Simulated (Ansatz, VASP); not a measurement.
**I in VASP and in Ansatz**

File INCAR:

```
SYSTEM = I
PREC = Accurate
ENCUT = 520
EDIFF = 1E-6
ISMEAR = -1
SIGMA = 0.05
LREAL = .FALSE.
LASPH = .TRUE.
NELM = 150
ALGO = Normal
ISIF = 2
LWAVE = .FALSE.
LCHARG = .FALSE.
LNONCOLLINEAR = .TRUE.
MAGMOM = 0 0 0
LORBIT = 11
LSORBIT = .TRUE.
GGA_COMPAT = .FALSE.
LORBMOM = .TRUE.
GGA = PS
NBANDS = 18
```

File KPOINTS:

```
Automatic mesh
0
G
  9 9 9
  0 0 0
```

POSCAR

```
I
1.0
   -2.0893754423      2.0893754423      2.0893754423
    2.0893754423     -2.0893754423      2.0893754423
    2.0893754423      2.0893754423     -2.0893754423
I
1
Direct
    0.0000000000      0.0000000000      0.0000000000
```

input.yaml

```yaml
crystal:
  lattice:
    - [-2.0893754423, 2.0893754423, 2.0893754423]
    - [2.0893754423, -2.0893754423, 2.0893754423]
    - [2.0893754423, 2.0893754423, -2.0893754423]
  atoms:
    - { symbol: I, position: [0.0, 0.0, 0.0] }
hamiltonian:
  xc: pbesol
  pseudopotentials: { kind: paw_fr }
magnetization:
  noncollinear: true
  spin_orbit: true
kpoints:
  mp_grid: { grid: [9, 9, 9] }
  band_path:
    path:
      - [[0.0, 0.0, 0.0], [0.5, -0.5, 0.5], [0.0, 0.0, 0.5], [0.0, 0.0, 0.0], [0.25, 0.25, 0.25], [0.5, -0.5, 0.5]]
      - [[0.25, 0.25, 0.25], [0.0, 0.0, 0.5]]
    npoints: 14
scf:
  occupations: { method: fermi_dirac, width: 0.05 }
  n_extra_bands: 6
output:
  forces: true
  stress: true
  eigenvalues: true
  fatbands: false
```

The real solid is made of molecules; this cell is a model form.

Alike in both runs: functional PBEsol; k mesh 9 × 9 × 9; occupations fermi-dirac, width 0.05 eV; non-collinear spin, spin-orbit coupling.

```csv
,VASP,Ansatz
version,VASP 6.6.1,Ansatz 0.2.0
potentials or method,"VASP PAW PBE potentials, release 64 (I)",Ansatz PAW
plane-wave cutoff (eV),520,420
valence electrons in the cell,7,17
task,single point,band structure
```

```tsv
	VASP	Ansatz	Ansatz less VASP
gap on the k mesh at the Fermi level (eV)	none	none	-
pressure (GPa)	-1.8	-1.8	+0.04
net moment per atom (μB)	0.00	0.00	0.000
```

A gap of «none» marks a metal or a gap that the smearing closes. The two sets of potentials don't hold the same shells in valence.

Caveats: the PAW data sets were made with another functional, which shifts forces and pressure a little (VASP); the PAW data sets come from PBE, with cores solved anew for the run's functional, which leaves a small shift of forces and pressure (Ansatz).
